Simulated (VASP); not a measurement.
# InP (F-43m) in VASP: a series of runs

Runs on InP. Level: PBE. Tasks: single point, relaxation of cell and atoms.

All numbers are computed with VASP 6.6.1; they aren't measurements. Logs are shortened: lines on timing, memory, paths and dates and some standing lists are left out, and cuts for length are marked.

**Experimental background.**

A printed reference work, data compilation reports, for a bulk crystal of InP at 1.6 K: band gap 1.4236 eV (direct).

The runs below are set against these values where they give the same quantity.

## Step 1: The structure

Symmetry: F-43m, No. 216, cubic system. The conventional cell has a = 5.960 Å, b = 5.960 Å, c = 5.960 Å, α = 90.00°, β = 90.00°, γ = 90.00°. In (site symmetry -43m) is surrounded by 4 P at 2.58 Å. P (site symmetry -43m) is surrounded by 4 In at 2.58 Å.

The cell is a database's computed one.

## Step 2: Single point, PBE

The input, INCAR:

```
PREC = Accurate
ENCUT = 520
EDIFF = 1E-7
ISMEAR = 0
SIGMA = 0.02
LREAL = F
LASPH = T
NELM = 100
ALGO = Normal
ISIF = 2
LWAVE = F
LCHARG = F
GGA = PE
NBANDS = 16
```

The input, KPOINTS:

```
Automatic mesh
0
Gamma
  10 10 10
```

The input, POSCAR:

```
InP
1.0
    0.0000000000      2.9798940145      2.9798940145
    2.9798940145      0.0000000000      2.9798940145
    2.9798940145      2.9798940145      0.0000000000
In P
1 1
Direct
    0.0000000000      0.0000000000      0.0000000000
    0.2500000000      0.2500000000      0.2500000000
```

Potentials or basis: VASP PAW PBE potentials, release 64 (In_d, P).

The run is started by

```
$ cat potpaw_PBE.64/In_d/POTCAR potpaw_PBE.64/P/POTCAR > POTCAR
$ mpirun -np 1 vasp_std > vasp.out
```

OUTCAR:

```text
PREC = Accurate
   ENCUT = 520
   EDIFF = 1E-7
   ISMEAR = 0
   LREAL = F
   LASPH = T
   NELM = 100
   ISIF = 2
   GGA = PE

 ion  position               nearest neighbor table
   1  0.000  0.000  0.000-   2 2.58   2 2.58   2 2.58   2 2.58
   2  0.250  0.250  0.250-   1 2.58   1 2.58   1 2.58   1 2.58

  LATTYP: Found a face centered cubic cell.
 ALAT       =     5.9597880290

  Lattice vectors:

 A1 = (   0.0000000000,   2.9798940145,   2.9798940145)
 A2 = (   2.9798940145,   0.0000000000,   2.9798940145)
 A3 = (   2.9798940145,   2.9798940145,   0.0000000000)

Analysis of symmetry for initial positions (statically):
=====================================================================
 Subroutine PRICEL returns:
 Original cell was already a primitive cell.

 Routine SETGRP: Setting up the symmetry group for a
 face centered cubic supercell.

 Subroutine GETGRP returns: Found 24 space group operations
 (whereof 24 operations were pure point group operations)
 out of a pool of 48 trial point group operations.

The static configuration has the point symmetry T_d .

Analysis of symmetry for dynamics (positions and initial velocities):
=====================================================================
 Subroutine PRICEL returns:
 Original cell was already a primitive cell.

 Routine SETGRP: Setting up the symmetry group for a
 face centered cubic supercell.

 Subroutine GETGRP returns: Found 24 space group operations
 (whereof 24 operations were pure point group operations)
 out of a pool of 48 trial point group operations.

The dynamic configuration has the point symmetry T_d .

 Subroutine INISYM returns: Found 24 space group operations
 (whereof 24 operations are pure point group operations),
 and found     1 'primitive' translations

----------------------------------------------------------------------------------------

                                     Primitive cell

  volume of cell :      52.9215

  direct lattice vectors                    reciprocal lattice vectors
     0.000000000  2.979894015  2.979894015    -0.167791202  0.167791202  0.167791202
     2.979894015  0.000000000  2.979894015     0.167791202 -0.167791202  0.167791202
     2.979894015  2.979894015  0.000000000     0.167791202  0.167791202 -0.167791202

  length of vectors
     4.214206530  4.214206530  4.214206530     0.290622888  0.290622888  0.290622888

  position of ions in fractional coordinates (direct lattice)
     0.000000000  0.000000000  0.000000000
     0.250000000  0.250000000  0.250000000

  ion indices of the primitive-cell ions
   primitive index   ion index
[... 77 lines left out ...]
   NSW    =      0    number of steps for IOM
   IBRION =     -1    ionic relax: 0-MD 1-quasi-New 2-CG
   NFREE  =      0    steps in history (QN), initial steepest desc. (CG)
   ISIF   =      2    stress and relaxation
   ISYM   =      2    0-nonsym 1-usesym 2-fastsym
   POTIM  = 0.5000    time-step for ionic-motion
   TEBEG  =    0.0;   TEEND  =   0.0 temperature during run
   PSTRESS=    0.0 pullay stress
   NELECT =      18.0000    total number of electrons
   NUPDOWN=      -1.0000    fix difference up-down
   EMIN   =  10.00;   EMAX   =-10.00  energy-range for DOS
   EFERMI =   0.00;   METHOD = LEGACY
   ISMEAR =     0;   SIGMA  =   0.02  broadening in eV -4-tet -1-fermi 0-gaus
   EFERMI_NEDOS =   21; number of points for ismear=-14 and -15
   IALGO  =     38    algorithm
   IMIX   =      4    mixing-type and parameters
     AMIX     =   0.40;   BMIX     =  1.00
     AMIX_MAG =   1.60;   BMIX_MAG =  1.00
  volume/ion in A,a.u.               =      26.46       178.57
  Fermi-wavevector in a.u.,A,eV,Ry     =   1.142760  2.159502 17.767839  1.305899
  Thomas-Fermi vector in A             =   2.279457
   LORBIT       =      0    0 simple, 1 ext, 2 COOP (PROOUT), +10 PAW based schemes
   GGA     = PE    functional components
   LHFCALC =     F    Hartree Fock is set to
   AEXX    =    0.0000 exact exchange contribution
   IVDW    =     0    specifies the selected vdW correction
   LEPSILON=     F    determine dielectric tensor
   LRPA    =     F    only Hartree local field effects (RPA)
 non-spin polarized calculation
 Gauss-broadening in eV      SIGMA  =   0.02
  energy-cutoff  :      520.00
  volume of cell :       52.92
 maximum number of plane-waves:      1458
   NGX = 15   NGY = 15   NGZ = 15

 number of electron      18.0000005 magnetization

 Free energy of the ion-electron system (eV)
  ---------------------------------------------------
  ext. energy  EPLUGINS =         0.00000000
  ---------------------------------------------------
  free energy    TOTEN  =        -8.40801339 eV

  energy without entropy =       -8.40801339  energy(sigma->0) =       -8.40801339

 E-fermi :   4.8032     XC(G=0):  -9.0625

 val. band max:        4.6550100726   @ k =   0.0000   0.0000   0.0000
 cond. band min:       5.0934567830   @ k =   0.0000   0.0000   0.0000
 fundamental gap:      0.4384467103
 Fermi energy:         4.8032462899

 k-point     1 :       0.0000    0.0000    0.0000
  band No.  band energies     occupation
      1      -9.4395      2.00000
      2      -9.4395      2.00000
      3      -9.4395      2.00000
      4      -9.3110      2.00000
      5      -9.3110      2.00000
      6      -6.5307      2.00000
[... 433 lines left out ...]
      3      -9.3725      2.00000
      4      -9.3393      2.00000
      5      -9.2886      2.00000
      6      -4.9977      2.00000
[... 8 lines left out ...]
     15      15.1845      0.00000
     16      17.0910      0.00000

 [... further k-points ...]

------------------------ aborting loop because EDIFF is reached ----------------------------------------

  FORCE on cell =-STRESS in cart. coord.  units (eV):
  Direction    XX          YY          ZZ          XY          YZ          ZX
  --------------------------------------------------------------------------------------
  -------------------------------------------------------------------------------------
  Total       -0.0182142     -0.0182142     -0.0182142      0.0000000      0.0000000     -0.0000000
  in kB       -0.5514278     -0.5514278     -0.5514278      0.0000000      0.0000000     -0.0000000
  external PRESSURE =      -0.5514278 kB  Pullay stress =       0.0000000 kB

 VOLUME and BASIS-vectors are now :
 -----------------------------------------------------------------------------
  energy-cutoff  :      520.00
  volume of cell :       52.92
      direct lattice vectors                 reciprocal lattice vectors
     0.000000000  2.979894015  2.979894015    -0.167791202  0.167791202  0.167791202
     2.979894015  0.000000000  2.979894015     0.167791202 -0.167791202  0.167791202
     2.979894015  2.979894015  0.000000000     0.167791202  0.167791202 -0.167791202

 POSITION                                       TOTAL-FORCE (eV/Angst)
 -----------------------------------------------------------------------------------
      0.00000      0.00000      0.00000         0.000000      0.000000      0.000000
      1.48995      1.48995      1.48995        -0.000000     -0.000000     -0.000000
 -----------------------------------------------------------------------------------
    total drift:                               -0.000000     -0.000000     -0.000000

  FREE ENERGIE OF THE ION-ELECTRON SYSTEM (eV)
  ---------------------------------------------------
  free  energy   TOTEN  =        -8.4080133861 eV

  energy  without entropy=       -8.4080133861  energy(sigma->0) =       -8.40801339
```

OSZICAR:

```text
N       E                     dE             d eps       ncg     rms          rms(c)
DAV:   1     0.113153182543E+03    0.11315E+03   -0.83950E+03  1512   0.124E+03
DAV:   2    -0.969542730283E+00   -0.11412E+03   -0.10907E+03  1656   0.301E+02
DAV:   3    -0.859783457139E+01   -0.76283E+01   -0.75898E+01  2000   0.761E+01
DAV:   4    -0.879845713480E+01   -0.20062E+00   -0.20056E+00  1816   0.134E+01
DAV:   5    -0.880870876151E+01   -0.10252E-01   -0.10251E-01  2312   0.262E+00    0.526E+00
DAV:   6    -0.843047530932E+01    0.37823E+00   -0.61778E-01  2400   0.122E+01    0.315E+00
DAV:   7    -0.840653013015E+01    0.23945E-01   -0.14772E-01  2160   0.287E+00    0.121E+00
DAV:   8    -0.840714409130E+01   -0.61396E-03   -0.13841E-02  1888   0.137E+00    0.268E-01
DAV:   9    -0.840778728248E+01   -0.64319E-03   -0.12916E-03  1848   0.400E-01    0.143E-01
DAV:  10    -0.840793340894E+01   -0.14613E-03   -0.21537E-04  2208   0.166E-01    0.911E-02
DAV:  11    -0.840801326429E+01   -0.79855E-04   -0.12209E-04  1768   0.886E-02    0.401E-02
DAV:  12    -0.840801270793E+01    0.55636E-06   -0.71262E-06  1832   0.260E-02    0.104E-02
DAV:  13    -0.840801315341E+01   -0.44547E-06   -0.15050E-06  1952   0.608E-03    0.877E-03
DAV:  14    -0.840801336327E+01   -0.20986E-06   -0.22089E-07  1880   0.466E-03    0.159E-03
DAV:  15    -0.840801338607E+01   -0.22802E-07   -0.11643E-08  1456   0.750E-04
   1 F= -.84080134E+01 E0= -.84080134E+01  d E =-.469442E-28
```

stdout:

```text
POSCAR found type information on POSCAR InP
 POSCAR found :  2 types and       2 ions
 scaLAPACK will be used
 LDA part: xc-table for (Slater+PW92), standard interpolation
 POSCAR, INCAR and KPOINTS ok, starting setup
 FFT: planning ... GRIDC
 FFT: planning ... GRID_SOFT
 FFT: planning ... GRID
 WAVECAR not read
 entering main loop
```

Wall time 33 s (1 thread of Intel Xeon Platinum 8488C (Sapphire Rapids), shared host); peak memory 0.19 GiB.

Results:

```yaml
Free_energy: -8.4080 eV
Pressure: -0.1 GPa
Band_gap_on_the_k_mesh: 0.44 eV, direct
```

Caveat: spin-orbit coupling is left out, which moves the levels of the heavy elements.

## Step 3: Single point, PBE (the perfect crystal in a cell of 8 atoms)

The input, INCAR:

```
SYSTEM = InP
PREC     = Accurate       ! precision mode
ENCUT    = 520            ! plane-wave cutoff, eV
EDIFF    = 1E-6           ! SCF threshold, eV
ISMEAR   = 0              ! smearing method
SIGMA    = 0.02           ! smearing width, eV
LREAL    = .False.        ! projectors in reciprocal space
LASPH    = .True.         ! aspherical terms in the spheres
NELM     = 100            ! most SCF steps
ALGO     = Normal         ! electronic algorithm
ISIF     = 2              ! what is computed and relaxed
LWAVE    = .False.        ! write WAVECAR
LCHARG   = .False.        ! write CHGCAR
GGA      = PE             ! functional
NBANDS   = 46             ! bands
```

The input, KPOINTS:

```
regular mesh
0
Gamma
  3 3 3
  0 0 0
```

The input, POSCAR:

```
InP
1.0
    0.0000000000      0.0000000000     -5.9597880294
    0.0000000000     -5.9597880294      0.0000000000
   -5.9597880294      0.0000000000      0.0000000000
In P
4 4
Direct
    1.0000000000      1.0000000000      1.0000000000
    0.0000000000      0.5000000000      0.5000000000
    0.5000000000      0.0000000000      0.5000000000
    0.5000000000      0.5000000000      1.0000000000
    0.2500000000      0.2500000000      0.7500000000
    0.2500000000      0.7500000000      0.2500000000
    0.7500000000      0.2500000000      0.2500000000
    0.7500000000      0.7500000000      0.7500000000
```

Potentials or basis: VASP PAW PBE potentials, release 64 (In_d, P).

The run is started by

```
$ cat potpaw_PBE.64/In_d/POTCAR potpaw_PBE.64/P/POTCAR > POTCAR
$ mpirun -np 1 vasp_std > vasp.out
```

Run time: 35 s. Hardware: 1 thread of AMD EPYC 9R45 (Zen 5), shared host; peak memory 0.3 GiB.

The run converged. Its results:

```
Free energy            : -33.5692 eV
Pressure               : -0.1 GPa
Band gap on the k mesh : 0.44 eV
```

Levels at points of the mesh, in eV from the valence-band top:
| k point | band 33 | band 34 | band 35 | band 36 | band 37 | band 38 | band 39 | band 40 |
| --- | --- | --- | --- | --- | --- | --- | --- | --- |
| (0.00, 0.00, 0.00) | -2.16 | 0.00 | 0.00 | 0.00 | 0.44 | 1.84 | 1.84 | 1.84 |

Caveat: spin-orbit coupling is left out, which moves the levels of the heavy elements.

## Step 4: Single point, PBE

The input, INCAR:

```
PREC = Accurate
ENCUT = 520
EDIFF = 1E-7
ISMEAR = 0
SIGMA = 0.02
LREAL = F
LASPH = T
NELM = 100
ALGO = Normal
ISIF = 2
LWAVE = F
LCHARG = F
GGA = PE
NBANDS = 16
```

The input, KPOINTS:

```
Automatic mesh
0
Gamma
  10 10 10
```

The input, POSCAR:

```
InP
1.0
    0.0000000000      2.9798940147      2.9798940147
    2.9798940147      0.0000000000      2.9798940147
    2.9798940147      2.9798940147      0.0000000000
In P
1 1
Direct
    0.0000000000      0.0000000000      0.0000000000
    0.2500000000      0.2500000000      0.2500000000
```

The run is started by

```
$ cat potpaw_PBE.64/In_d/POTCAR potpaw_PBE.64/P/POTCAR > POTCAR
$ mpirun -np 1 vasp_std > vasp.out
```

It took 24 s on 1 thread of AMD EPYC 9R45 (Zen 5), shared host; peak memory 0.16 GiB.

Results (log left out):

| Quantity | Value |
| --- | --- |
| Free energy | -8.4080 eV |
| Pressure | -0.1 GPa |
| Band gap on the k mesh | 0.44 eV, direct |

Levels at points of the mesh, in eV from the valence-band top:
```
           k point  band 5  band 6  band 7  band 8  band 9  band 10  band 11  band 12  band 13  band 14
(0.00, 0.00, 0.00)  -13.97  -11.19    0.00    0.00    0.00     0.44     4.09     4.09     4.09     8.35
(0.50, 0.00, 0.00)  -13.95   -9.62   -5.47   -0.90   -0.90     1.38     4.80     4.80     6.99     9.26
(0.50, 0.50, 0.00)  -13.94   -9.02   -5.54   -2.16   -2.16     1.85     2.26     8.91     9.26     9.26
```

Caveat: spin-orbit coupling is left out, which moves the levels of the heavy elements.

## Step 5: Relaxation of cell and atoms, PBE

This run uses another cell than the first one, of 25.72 Å³/atom, 0.972 times its volume.

The input, INCAR:

```
SYSTEM = InP
PREC = Accurate
ENCUT = 600
EDIFF = 1E-7
ISMEAR = 0
SIGMA = 0.02
LREAL = .False.
LASPH = .True.
NELM = 100
ALGO = Normal
ISIF = 3
LWAVE = .False.
LCHARG = .False.
GGA = PE
IBRION = 2
NSW = 100
EDIFFG = -0.005
```

The input, KPOINTS:

```
regular mesh
0
Gamma
  10 10 10
  0 0 0
```

The input, POSCAR:

```
InP
1.0
    0.0000000000      2.9519763857      2.9519763857
    2.9519763857      0.0000000000      2.9519763857
    2.9519763857      2.9519763857      0.0000000000
In P
1 1
Direct
    0.0000000000      0.0000000000      0.0000000000
    0.2500000000      0.2500000000      0.2500000000
```

The run is started by

```
$ cat potpaw_PBE.64/In_d/POTCAR potpaw_PBE.64/P/POTCAR > POTCAR
$ mpirun -np 1 vasp_std > vasp.out
```

Run time: 67 s. Hardware: 1 thread of AMD EPYC 9R45 (Zen 5), shared host; peak memory 0.21 GiB.

Results (log left out):

| Item | Value |
| --- | --- |
| Free energy | -8.4079 eV |
| Relaxed volume | 26.45 Å³/atom |
| Relaxed cell | a = 4.213 Å, b = 4.213 Å, c = 4.213 Å, α = 60.00°, β = 60.00°, γ = 60.00° |
| Space group after relaxing (to 0.05 Å) | F-43m (No. 216) |
| Energy gained by relaxing | 3.9 meV/atom |
| Ionic steps | 3 |
| Pressure after relaxing | 0.0 GPa |
| Band gap on the k mesh | 0.44 eV, direct |

Step by step:
```csv
step,energy change (eV),largest force (eV/Å),pressure (GPa),volume (Å³)
1,0.0000,0.0000,1.76,51.45
2,-0.0061,0.0000,-0.75,53.58
3,-0.0077,0.0000,0.00,52.89
```

Final structure:
```xyz
2
Lattice="0.0000 2.9793 2.9793 2.9793 0.0000 2.9793 2.9793 2.9793 0.0000" Properties=species:S:1:pos:R:3 pbc="T T T"
In    0.0000    0.0000    0.0000
P     1.4897    1.4897    1.4897
```

Levels at points of the mesh, in eV from the valence-band top:
```csv
k point,band 7,band 8,band 9,band 10,band 11,band 12
"(0.00, 0.00, 0.00)",0.00,0.00,0.00,0.44,4.09,4.09
"(0.50, 0.00, 0.00)",-5.48,-0.90,-0.90,1.38,4.80,4.80
"(0.50, 0.50, 0.00)",-5.54,-2.16,-2.16,1.85,2.26,8.91
```

Caveat: spin-orbit coupling is left out, which moves the levels of the heavy elements. PBE gaps usually lie below the measured ones, often by a third to a half.

## Step 6: Overview

```tsv
task	cell	k mesh	cutoff (eV)	gap on the mesh (eV)	pressure (GPa)
single point	F-43m, 26.46 Å³/atom	10 × 10 × 10	520	0.44	-0.1
single point	the perfect crystal in a cell of 8 atoms	3 × 3 × 3	520	0.44	-0.1
relaxation of cell and atoms	relaxed	10 × 10 × 10	600	0.44	0.0
```

Alike in all rows: level PBE; potentials or basis VASP PAW PBE potentials, release 64 (In_d, P); no spin polarisation; smearing gaussian 0.02 eV.

Caveats: spin-orbit coupling is left out, which moves the levels of the heavy elements.

Absolute energies hang on the potentials; compare differences alone.

## Step 7: How close it comes

Step 2. Against the measured gap of InP, 1.4236 eV (direct; 1.6 K; a printed reference work, data compilation), the calculated 0.44 eV is off by -0.99 eV. Spin-orbit coupling on In is left out. The value is that of PBE, without temperature or zero-point motion. Semilocal functionals fall short of measured gaps as a rule. The cell is a database's relaxed one, not the measured one, which moves gaps too.

Step 4. Measured gap of InP: 1.4236 eV (direct; 1.6 K; a printed reference work, data compilation). This calculation gives 0.44 eV (-0.99 eV). Spin-orbit coupling on In is left out. The value is that of PBE, without temperature or zero-point motion. Semilocal functionals fall short of measured gaps as a rule. The cell is a database's relaxed one, not the measured one, which moves gaps too.
